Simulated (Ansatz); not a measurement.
# ZnS: stress in a strained cell

Aim: deform ZnS (zz strain of +3 %) and compute stress, forces and field gradients with LAPW, PAW and all-electron datasets made for the crystal.

Computed with Ansatz 0.2.0 (DFT PBEsol, scalar-relativistic, unless a step's input says otherwise).

## 1. The system as given

The structure is hexagonal, space group P6_3mc (No. 186). The conventional cell has a = 3.811 Å, b = 3.811 Å, c = 6.234 Å, α = 90.00°, β = 90.00°, γ = 120.00°. Zn (site symmetry 3m) is surrounded by 4 S at 2.31 to 2.40 Å. Around S (site symmetry 3m) lie 4 Zn at 2.31 to 2.40 Å.

Coordinates:

```xyz
4
Lattice="3.8110 0.0000 0.0000 -1.9055 3.3004 0.0000 0.0000 0.0000 6.2340" Properties=species:S:1:pos:R:3 pbc="T T T"
Zn    0.0000    2.2003    0.0000
Zn    1.9055    1.1001    3.1170
S     0.0000    2.2003    2.4001
S     1.9055    1.1001    5.5171
```

Atoms are numbered in the order of the input: Zn1, Zn2, S3, S4.

## 2. The deformed structure

Space group P6_3mc before, P6_3mc after.

## 3. All-electron LAPW

The input, input.yaml:

```yaml
crystal:
  lattice:
    - [3.8109987816, 0.0, 0.0]
    - [-1.9054993908, 3.3004217586, 0.0]
    - [0.0, 0.0, 6.42102]
  atoms:
    - { symbol: Zn, position: [0.3333333333, 0.6666666667, 0.0] }
    - { symbol: Zn, position: [0.6666666667, 0.3333333333, 0.5] }
    - { symbol: S, position: [0.3333333333, 0.6666666667, 0.385] }
    - { symbol: S, position: [0.6666666667, 0.3333333333, 0.885] }
kpoints:
  mp_grid: { grid: [8, 8, 5] }
  band_path:
    path:
      - [0.0, 0.0, 0.0]
      - [0.5, 0.0, 0.0]
      - [0.3333333333, 0.3333333333, 0.0]
      - [0.0, 0.0, 0.0]
      - [0.0, 0.0, 0.5]
      - [0.5, 0.0, 0.5]
      - [0.3333333333, 0.3333333333, 0.5]
      - [0.0, 0.0, 0.5]
      - [0.5, 0.0, 0.5]
    npoints: 5
scf:
  occupations: { method: fermi_dirac, width: 0.03 }
hamiltonian:
  xc: pbesol
  pseudopotentials: { kind: all_electron, lapw: { basis_error: 0.001 } }
output:
  forces: true
  stress: true
  eigenvalues: true
```

Command:

```console
> ansatz run input.yaml --threads 1 --pin off --max-ram 6144MiB --backend cpu --events-out ev --progress --plain --runs-dir out
```

## 4. PAW on the default files

The input, input.yaml:

```yaml
crystal:
  lattice:
    - [3.8109987816, 0.0, 0.0]
    - [-1.9054993908, 3.3004217586, 0.0]
    - [0.0, 0.0, 6.42102]
  atoms:
    - { symbol: Zn, position: [0.3333333333, 0.6666666667, 0.0] }
    - { symbol: Zn, position: [0.6666666667, 0.3333333333, 0.5] }
    - { symbol: S, position: [0.3333333333, 0.6666666667, 0.385] }
    - { symbol: S, position: [0.6666666667, 0.3333333333, 0.885] }
kpoints:
  mp_grid: { grid: [8, 8, 5] }
scf:
  occupations: { method: fermi_dirac, width: 0.03 }
hamiltonian:
  xc: pbesol
  pseudopotentials: { kind: paw }
output:
  forces: true
  stress: true
  eigenvalues: true
  efg: { contact_densities: true }
```

## 5. All-electron PAW on datasets made for the crystal

input.yaml: that of step 4 with these lines changed.

```diff
@@ -16,3 +16,3 @@
   xc: pbesol
-  pseudopotentials: { kind: paw }
+  pseudopotentials: { kind: all_electron, datasets: crystal }
 output:
```

(Steps that only read results are left out.)

**Question.** What will these runs give? Wanted: pressure; largest shear or deviatoric stress.

The runs gave:

```
                                 quantity                                              value
                                 pressure  LAPW -2.95, PAW -2.96, crystal datasets -2.96 GPa
largest shear or deviatoric stress (LAPW)                                           3.02 GPa
```

**Reading.** The largest part of the stress beyond the pressure is 3.02 GPa in size, in the zz component; the atoms are carried along and not relaxed. No run of the undeformed cell stands beside it, so the pressure holds what the given cell had before the change. PAW: stress within 0.02 GPa of LAPW, forces within 1 meV/Å. Crystal datasets: stress within 0.01 GPa of LAPW, forces within 1 meV/Å.
